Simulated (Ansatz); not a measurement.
# TiO2 (Anatase) (I4_1/amd) in Ansatz: further runs

Aim: see how the results for TiO2 (Anatase) move with the level of theory and the settings. Levels: HSE06, PBE0. Tasks: band structure.

All numbers are computed with Ansatz 0.2.0; they aren't measurements. Logs are shortened: lines on timing, memory, paths and dates and some standing lists are left out, and cuts for length are marked.

**1. The crystal as given**

It takes space group I4_1/amd (No. 141, tetragonal). The conventional cell has a = 3.784 Å, b = 3.784 Å, c = 9.515 Å, α = 90.00°, β = 90.00°, γ = 90.00°. Ti (site symmetry -4m2) has 6 O at 1.93 to 1.98 Å as nearest neighbours. Around O (site symmetry 2mm) lie 3 Ti at 1.93 to 1.98 Å.

**2. Band structure, HSE06**

The input, input:

```
crystal:
  lattice:
    - [-1.8921, 1.8921, 4.7573]
    - [1.8921, -1.8921, 4.7573]
    - [1.8921, 1.8921, -4.7573]
  atoms:
    - { symbol: Ti, position: [0.75, 0.25, 0.5] }
    - { symbol: Ti, position: [0.0, 0.0, 0.0] }
    - { symbol: O, position: [0.7919, 0.7919, 0.0] }
    - { symbol: O, position: [0.5419, 0.0419, 0.5] }
    - { symbol: O, position: [0.9581, 0.4581, 0.5] }
    - { symbol: O, position: [0.2081, 0.2081, 0.0] }
hamiltonian:
  xc: hse06
  pseudopotentials: { kind: paw }
kpoints:
  mp_grid: { grid: [8, 8, 8] }
  band_path:
    path:
      - [[0.0, 0.0, 0.0], [-0.5, 0.5, 0.0], [-0.5, 0.5, -0.0790928267], [-0.2895464134, 0.2895464134, -0.2895464134], [0.0, 0.0, 0.0], [0.5, 0.5, -0.5], [0.2895464134, 0.7104535866, -0.7104535866], [0.0, 0.5, -0.5], [-0.25, 0.75, -0.25], [0.0790928267, 0.9209071733, -0.5], [0.5, 0.5, -0.5]]
      - [[-0.5, 0.5, 0.0], [-0.25, 0.75, -0.25]]
    npoints: 4
scf:
  occupations: { method: fermi_dirac, width: 0.05 }
  n_extra_bands: 15
output:
  forces: true
  stress: true
  eigenvalues: true
  fatbands: false
```

Potentials or basis: Ansatz PAW.

The program printed:

```text
Warning: output.stress: scf.convergence.dr2_threshold = 1e-7 eV (the SCF's general default) is looser than the 6e-10 eV advised for a printed stress (1e-10 eV for each atom of the cell: 6). What an SCF threshold leaves in a stress goes as its square root, and in the free energy as the threshold itself, and one threshold admits the most on a small cell: of the crystals measured, under no hybrid functional and no lock of the moments, on runs that ended without the residual-converged pass, on stresses that held no estimate of that error, the worst erred by over 100 MPa in a component at 1e-7 eV an atom and by under 5 at 1e-10. Set scf.convergence.dr2_threshold to 6e-10 eV or tighter. The threshold is an SCF's pass mark: one that does not reach it within its budget of iterations ends unconverged, or closes short of it on a stop that the run arms, and scf.convergence.dr2_threshold's page says what that costs each kind of run
Warning: output.stress: scf.exx.energy_threshold = 1e-6 eV is looser than the 6e-8 eV advised for a stress under a hybrid functional (1e-8 eV for each atom of the cell: 6). Every SCF of the exchange loop can meet its threshold on dr2 while the loop round them stops early: no threshold on dr2 bounds what that leaves in the stress. Set scf.exx.energy_threshold to 6e-8 eV or tighter. The threshold is the loop's pass mark: a loop that does not reach it within its budget of cycles ends unconverged, and scf.exx.energy_threshold's page has the law
basis.fft_grid_basis auto: the FFT boxes are laid along the combinations [[1, 0, 1], [0, 1, 1], [0, 0, 1]] of the cell's own vectors, 3.784, 3.784 and 5.458 Å long. The dense box has 27×27×40 points. Along the cell's own vectors, as sized, it would have 40×40×40, 2.19 times as many. Of the 16 symmetry operations that the crystal satisfies within crystal.symmetry.tolerance (time reversal apart; of a slab, those that keep its plane) the dense box along the cell's own vectors carries 16, and the one as laid loses 14 of those. basis.fft_grid_basis: typed keeps the cell's own vectors: state it where this run's energies or levels are differenced outside the engine with another run's, or held beside a run that keeps those vectors.
scf.n_extra_bands = 15 over 24 filled bands (N_el = 48.0): the run solves 39 bands
GPUs: using 1 of 1 available (devices: 1).
Engine: ansatz 0.2.0, x86_64-unknown-linux-gnu
Pseudopotentials: kind: paw
Pseudopotential: Ti, paw, valence charge 12, recommended cutoff 420 eV (normal), Ti.paw.azcp
Pseudopotential: O, paw, valence charge 6, recommended cutoff 420 eV (normal), O.paw.azcp
Functional definition: HSE06
  parameter a = 0.25
  parameter omega = 0.11/bohr
  exchange = pbe_x - a*pbe_x_sr(omega) + a*exact_x_sr(omega)
  correlation = pbe_c
device memory: the entry about to start is reckoned to put 2.1 GiB on a device that reports 72.1 GiB free (of which the cap on the GPU budget leaves the run 18.0 GiB)
GPU FFT provider: cuFFT
GPU libraries: cuBLAS 13.8.2, cuFFT 12.4.0, cuSOLVER 12.3.4
Crystal: 6 atoms, lattice volume = 68.125 Å³
Basis set: ecut = 420 eV, 1315 PW (Γ), FFT grids on a1+a3, a2+a3, a3, exchange–correlation on 54×54×80 points (8 copies of the dense FFT grid, shifted against one another)
Bands: 39, of which v1, the nominal top of the filled ones, is band 24 counted from 1 (23 counted from 0)
Symmetry: 16 space group operations
Space group: I41/amd (ITA 141), of the structure as read, at distance tolerance 4.1e-5 Å
k-points: 59 of 512
Non-local potential: Ti, projectors of the file, l = 0: 3, l = 1: 2, l = 2: 3, l = 3: 1
Non-local potential: O, projectors of the file, l = 0: 2, l = 1: 2, l = 2: 1
PAW form: soft (Blöchl's): semilocal exchange-correlation on the pseudo side does not see the compensation charge
PAW frozen core: Ti, regenerated for the run's functional, and the local potential with it (the file was generated under x = pbe(κ = 0.804, μ = 0.2195149727645171), c = pbe(β = 0.06672455060314922))
PAW frozen core: O, regenerated for the run's functional, and the local potential with it (the file was generated under x = pbe(κ = 0.804, μ = 0.2195149727645171), c = pbe(β = 0.06672455060314922))
PAW one-centre angular grid: Ti, 590 points (default); XC on 64 Gauss nodes
PAW one-centre angular grid: O, 110 points (default); XC on 96 Gauss nodes
Initial density: superposition of atomic densities (neutral atoms: chi_scale 0, normalization atom), corrected by the library's trained network
Initial wavefunctions: pseudopotential atomic-orbital guess
GPU buffer pool allocated for 29160 grid points (all kernels)
GPU transforms: local potential and band sums: pruned to the plane-wave sphere, on 25×25×40
Functional: x = pbe(κ = 0.804, μ = 0.2195149727645171), c = pbe(β = 0.06672455060314922), warm-up for x = pbe(κ = 0.804, μ = 0.2195149727645171) + 0.25 (exact − pbe) at short range (hse, ω = 0.20786987370883472 Å⁻¹), c = pbe(β = 0.06672455060314922); HSE06 as pw.x's `hse` composes it (authors' and Libxc's form: `xc: wpbeh`)
SCF iter   1: F=—  HF=-7277.479039 eV  |F-HF|=—  |Δ(HF+E_count)|=         —  Δρ=3.54e-3  dr2=3.61e-3  ethr=1.77e-3  ⟨swp⟩=12.2  Hψ=10309  notcnv=0
preconditioner: auto → none  [insulator: Δε(μ)=2.183 eV  Ē_g=13.516 eV  σ=0.050 eV  W_gap=1.00  n_scr=14 (ndim 8)  ℏωp=25.4 eV  f_vac=0.102  D(μ)=0.00/eV (n_scr^D=0)]
SCF iter   2: F=—  HF=-7277.481035 eV  |F-HF|=—  |Δ(HF+E_count)|=   2.00e-3  Δρ=2.84e-3  dr2=4.46e-3  ethr=7.52e-6  ⟨swp⟩=5.1  Hψ=7021  notcnv=0  defer=17
SCF iter   3: F=—  HF=-7277.480684 eV  |F-HF|=—  |Δ(HF+E_count)|=   3.51e-4  Δρ=1.46e-3  dr2=9.20e-4  ethr=7.52e-6  ⟨swp⟩=3.1  Hψ=4444  notcnv=0  defer=4
[... 27 lines left out ...]
GPU libraries: cuBLAS 13.8.2, cuFFT 12.4.0, cuSOLVER 12.3.4
GPU buffer pool allocated for 29160 grid points (all kernels)
GPU transforms: local potential and band sums: pruned to the plane-wave sphere, on 25×25×40
Exchange kernel: α = 0.2500, screened, ω = 0.2079 Å⁻¹, Wigner–Seitz truncation, v(0) = 1046.9307 eV·Å³, q-mesh 8×8×8, nearest image of the exchange supercell L = 30.27 Å, pair-density grid 24×24×32, without the augmentation charges, whose exchange is taken in its separable form by FFT convolution over the k-point mesh (the finest that the files' search goes to), smooth part of the exact exchange by density-matrix convolution in up to 11.31 GiB of GPU memory as planned if the GPU has room (build and FFT work areas not counted)
Frozen-core exchange: fock
SCF iter   1: F=—  HF=-7276.006114 eV  |F-HF|=—  |Δ(HF+E_count)|=         —  Δρ=8.41e-5  dr2=2.35e-6  ethr=1.22e-6  ⟨swp⟩=3.8  Hψ=5133  notcnv=0
preconditioner: auto → none  [insulator: Δε(μ)=3.659 eV  Ē_g=15.782 eV  σ=0.050 eV  W_gap=1.00  n_scr=14 (ndim 8)  ℏωp=25.4 eV  f_vac=0.104  D(μ)=0.00/eV (n_scr^D=0)]
SCF iter   2: F=—  HF=-7276.006117 eV  |F-HF|=—  |Δ(HF+E_count)|=   3.17e-6  Δρ=4.11e-5  dr2=1.03e-6  ethr=3.85e-9  ⟨swp⟩=4.3  Hψ=5360  notcnv=0  defer=2
SCF iter   3: F=—  HF=-7276.006117 eV  |F-HF|=—  |Δ(HF+E_count)|=   9.35e-8  Δρ=1.55e-5  dr2=5.47e-8  ethr=1.87e-9  ⟨swp⟩=2.4  Hψ=3755  notcnv=0  defer=6
SCF iter   4: F=—  HF=-7276.006117 eV  |F-HF|=—  |Δ(HF+E_count)|=   1.37e-7  Δρ=3.43e-6  dr2=1.14e-8  ethr=8.30e-11  ⟨swp⟩=5.0  Hψ=7109  notcnv=0  defer=9
SCF iter   5: F=-7276.006117 eV  HF=-7276.006117 eV  |F-HF|=1.76e-10  |Δ(HF+E_count)|=   2.61e-9  Δρ=4.92e-7  dr2=3.23e-10  ethr=1.93e-11  ⟨swp⟩=2.6  Hψ=3762  notcnv=0
SCF 3 converged in 5 iterations: F = -7276.006117 eV  dr2 = 3.23e-10
  Residual-converged pass: ⟨swp⟩=3.0  Hψ=4899  notcnv=0  max |occ|·‖R‖ = 7.3e-7 eV (tolerance 7.7e-7 eV)  dr2=3.51e-10  dr2_onsite=1.74e-11  max |Δocc| = 4.7e-28
hybrid outer 2: dexx = +2.466e-6 eV, tail = 4.00e-8 eV, Δε = 1.99e-3 eV (about 3.81e-5 eV left of the loop's levels), ΔF = 7.07e-3 eV/Å (tail 9.58e-4)
device memory: the entry about to start is reckoned to put 0.7 GiB on a device that reports 66.2 GiB free (of which the cap on the GPU budget leaves the run 18.0 GiB)
NSCF: frozen V_eff on 46 k-points, pencils in batches of 32, up to order 172
hybrid SCF converged: 2 outer / 12 inner (+4 warm-up), last move |dexx| = 2.47e-6 eV, tail = 4.00e-8 eV
Stability not checked: this state was not tested for a lower state beside it, because the functional holds exact exchange (a hybrid, or Hartree-Fock), whose exchange loop this test does not read (fock_operator; see scf.lower_state_search)
Free energy (F): -7276.006116 eV
Frozen-core exchange: fock
Harris-Foulkes:  -7276.006116 eV  (|F-HF|=1.76e-10)
Internal energy: -7276.006116 eV  (E = F + TS)
E sigma→0 (E₀):  -7276.006116 eV
Fermi energy:    8.184281 eV
--- Per-component energies (eV) ---
  E_band       = -570.642605
  E_kinetic    = 1250.760796
  E_local      = -3547.552029  (includes V_loc(G=0)·N_el)
  E_nonlocal   = 185.461090
  E_hartree    = 1370.351903
  E_xc         = -396.715317
  E_vxc        = -498.018771  (∫ρ·V_xc dr)
  E_exx        = -157.119372  (= α·E_x^exact, valence–valence)
  E_paw        = -2658.557100  (= ΣΔE_a)
  E_vpaw       = -387.768676  (= ΣTr[D̂ρ^β])
  E_aug_tail   = 0.009982  (compensation charges beyond the density's cutoff)
  E_ewald      = -3322.195552
  E_core_change = -0.450516  (= ΣΔE_core)
  E_smearing   = -0.000000  (= −TS)
  E_closure    = -0.000001  (closes the sum)
  Σ components = -7276.006116   (vs F -7276.006116, Δ=0.00e0)
--- Forces (eV/Å), atoms counted from 1 ---
  atom   1  Ti     0.00000000     0.00000000     0.00000000
  atom   2  Ti    -0.00000000     0.00000000    -0.00000000
  atom   3  O      0.00000000     0.00000000     0.15735452
  atom   4  O     -0.00000000     0.00000000     0.15735452
  atom   5  O     -0.00000000     0.00000000    -0.15735452
  atom   6  O      0.00000000     0.00000000    -0.15735452
  max |Σ_I F_I| component: 2.78e-17 eV/Å
--- Stress (GPa, compression-positive) ---
       -2.196989      -0.000000       0.000000
       -0.000000      -2.196989      -0.000000
        0.000000      -0.000000      -1.904093
  P = ⅓ Tr σ = -2.0994 GPa (-20.994 kbar)
--- Band table (eV; the first three rows and the last of 59) ---
  k-point 0: bands = ["-54.2859", "-54.2217", "-29.1329", "-28.8787", "-28.8787", "-28.8026", "-28.8026", "-28.6950", "-13.0535", "-11.9601", "-11.7997", "-11.4415", "1.9845", "2.1721", "2.1721", "2.5453", "4.0459", "4.0531", "4.0531", "5.4945", "5.5326", "5.5326", "5.8338", "5.8338", "9.9510", "10.8174", "12.0307", "12.0307", "12.0893", "12.0893", "12.9000", "13.2237", "13.2819", "14.2610", "15.5197", "20.2148", "21.4520", "24.3894", "24.3894"]
  k-point 1: bands = ["-54.2829", "-54.2235", "-29.1308", "-28.9087", "-28.8883", "-28.8188", "-28.8019", "-28.6899", "-12.8930", "-11.8621", "-11.7309", "-11.3936", "1.8225", "1.9530", "1.9740", "2.5782", "3.7481", "4.1610", "4.2160", "5.1288", "5.1483", "5.1814", "5.5485", "6.0053", "10.5842", "10.9082", "11.3813", "11.7945", "11.8012", "12.0517", "13.4869", "13.7673", "14.0037", "14.5288", "16.1016", "20.3805", "21.5001", "22.8919", "25.0956"]
  k-point 2: bands = ["-54.2745", "-54.2290", "-29.1256", "-28.9743", "-28.9102", "-28.8584", "-28.7943", "-28.6901", "-12.4719", "-11.6398", "-11.5532", "-11.2822", "1.3013", "1.6036", "1.8525", "2.7844", "3.2017", "3.5496", "3.7883", "4.1466", "4.2847", "5.2878", "5.6598", "6.0758", "10.9524", "11.0487", "11.5214", "11.7618", "11.7665", "12.4152", "13.8036", "14.8295", "14.9282", "14.9628", "17.4803", "20.7587", "21.2117", "21.8156", "23.7757"]
  k-point 58: bands = ["-54.2539", "-54.2539", "-28.9180", "-28.9180", "-28.9075", "-28.9075", "-28.7734", "-28.7734", "-12.4204", "-12.4204", "-11.7333", "-11.7333", "2.2499", "2.2499", "2.2741", "2.2741", "4.1242", "4.1242", "4.8376", "4.8376", "4.9330", "4.9330", "6.2085", "6.2085", "10.3683", "10.3683", "11.8757", "11.8757", "12.2722", "12.2722", "12.8450", "12.8450", "13.7516", "13.7516", "17.5871", "17.5871", "24.0833", "24.0833", "24.9713"]
```

Wall time 5.9 min (1 × NVIDIA H100 80GB HBM3 with 2 threads of AMD EPYC 7R13 (Zen 3), shared host); peak memory 6.7 GiB.

Results:

| Property | Result |
| --- | --- |
| Free energy | -7276.0061 eV |
| Pressure | -2.1 GPa |
| Largest force | 0.157 eV/Å |
| Band gap on the k mesh | 3.66 eV, indirect (least direct gap 3.98 eV) |
| Band gap along the path | 3.66 eV, indirect (least direct gap 3.98 eV) |

Forces in eV/Å, atoms in the order of the input:
```
Ti   0.000  0.000  0.000
Ti   0.000  0.000  0.000
O    0.000  0.000  0.157
O    0.000  0.000  0.157
O    0.000  0.000 -0.157
O    0.000  0.000 -0.157
```

Levels at the corners of the path, in eV from the valence-band top:
| point | band 20 | band 21 | band 22 | band 23 | band 24 | band 25 | band 26 | band 27 | band 28 | band 29 |
| --- | --- | --- | --- | --- | --- | --- | --- | --- | --- | --- |
| Γ | -0.80 | -0.76 | -0.76 | -0.46 | -0.46 | 3.66 | 4.52 | 5.74 | 5.74 | 5.80 |
| X | -2.87 | -2.18 | -2.18 | -0.01 | -0.01 | 5.06 | 5.06 | 5.55 | 5.55 | 6.79 |
| Y | -2.99 | -2.01 | -2.01 | -0.05 | -0.05 | 5.02 | 5.02 | 5.49 | 5.49 | 6.66 |
| S | -1.95 | -1.27 | -0.99 | -0.94 | -0.88 | 4.86 | 5.24 | 5.26 | 5.36 | 6.04 |
| Γ | -0.80 | -0.76 | -0.76 | -0.46 | -0.46 | 3.66 | 4.52 | 5.74 | 5.74 | 5.80 |
| Z | -1.46 | -1.36 | -1.36 | -0.08 | -0.08 | 4.08 | 4.08 | 5.58 | 5.58 | 5.98 |
| S1 | -1.95 | -1.27 | -0.99 | -0.94 | -0.88 | 4.86 | 5.24 | 5.26 | 5.36 | 6.04 |
| N | -2.12 | -2.06 | -0.99 | -0.90 | -0.67 | 4.94 | 5.26 | 5.26 | 5.41 | 6.08 |
| P | -3.25 | -1.69 | -1.69 | -0.20 | -0.20 | 5.30 | 5.30 | 5.31 | 5.31 | 6.78 |
| Y1 | -2.99 | -2.01 | -2.01 | -0.05 | -0.05 | 5.02 | 5.02 | 5.49 | 5.49 | 6.66 |
| Z | -1.46 | -1.36 | -1.36 | -0.08 | -0.08 | 4.08 | 4.08 | 5.58 | 5.58 | 5.98 |
| X | -2.87 | -2.18 | -2.18 | -0.01 | -0.01 | 5.06 | 5.06 | 5.55 | 5.55 | 6.79 |
| P | -3.25 | -1.69 | -1.69 | -0.20 | -0.20 | 5.30 | 5.30 | 5.31 | 5.31 | 6.78 |

Caveat: the pressure holds a Pulay correction of +0.5 GPa for the finite cutoff; the PAW data sets come from PBE, with cores solved anew for the run's functional, which leaves a small shift of forces and pressure; the thresholds are loose for stress.

**3. Band structure, PBE0**

Changes to input since step 2:

```diff
@@ -13,3 +13,3 @@
 hamiltonian:
-  xc: hse06
+  xc: pbe0
   pseudopotentials: { kind: paw }
```

Potentials or basis: Ansatz PAW.

It took 5.8 min on 1 × NVIDIA H100 80GB HBM3 with 2 threads of AMD EPYC 7R13 (Zen 3), shared host; peak memory 6.7 GiB.

It converged, with:

| Quantity | Value |
| --- | --- |
| Free energy | -7276.8249 eV |
| Pressure | -2.2 GPa |
| Largest force | 0.158 eV/Å |
| Band gap on the k mesh | 4.40 eV, indirect (least direct gap 4.72 eV) |
| Band gap along the path | 4.40 eV, indirect (least direct gap 4.72 eV) |

Forces in eV/Å, atoms in the order of the input:
```
Ti   0.000  0.000  0.000
Ti   0.000  0.000  0.000
O    0.000  0.000  0.158
O    0.000  0.000  0.158
O    0.000  0.000 -0.158
O    0.000  0.000 -0.158
```

Stress tensor (GPa, compression positive):
```
-2.31  0.00  0.00
 0.00 -2.31  0.00
 0.00  0.00 -2.01
```

Levels at the corners of the path, in eV from the valence-band top:
```
point  band 21  band 22  band 23  band 24  band 25  band 26  band 27  band 28
    Γ    -0.76    -0.76    -0.45    -0.45     4.40     5.29     6.51     6.51
    X    -2.20    -2.20    -0.01    -0.01     5.83     5.83     6.33     6.33
    Y    -2.03    -2.03    -0.05    -0.05     5.79     5.79     6.26     6.26
    S    -1.28    -0.99    -0.95    -0.88     5.63     6.01     6.03     6.14
    Γ    -0.76    -0.76    -0.45    -0.45     4.40     5.29     6.51     6.51
    Z    -1.36    -1.36    -0.08    -0.08     4.83     4.83     6.36     6.36
   S1    -1.28    -0.99    -0.95    -0.88     5.63     6.01     6.03     6.14
    N    -2.08    -1.00    -0.90    -0.67     5.71     6.03     6.03     6.18
    P    -1.70    -1.70    -0.21    -0.21     6.07     6.07     6.09     6.09
   Y1    -2.03    -2.03    -0.05    -0.05     5.79     5.79     6.26     6.26
    Z    -1.36    -1.36    -0.08    -0.08     4.83     4.83     6.36     6.36
    X    -2.20    -2.20    -0.01    -0.01     5.83     5.83     6.33     6.33
    P    -1.70    -1.70    -0.21    -0.21     6.07     6.07     6.09     6.09
```

Caveat: the pressure holds a Pulay correction of +0.5 GPa for the finite cutoff; the PAW data sets come from PBE, with cores solved anew for the run's functional, which leaves a small shift of forces and pressure; the thresholds are loose for stress.
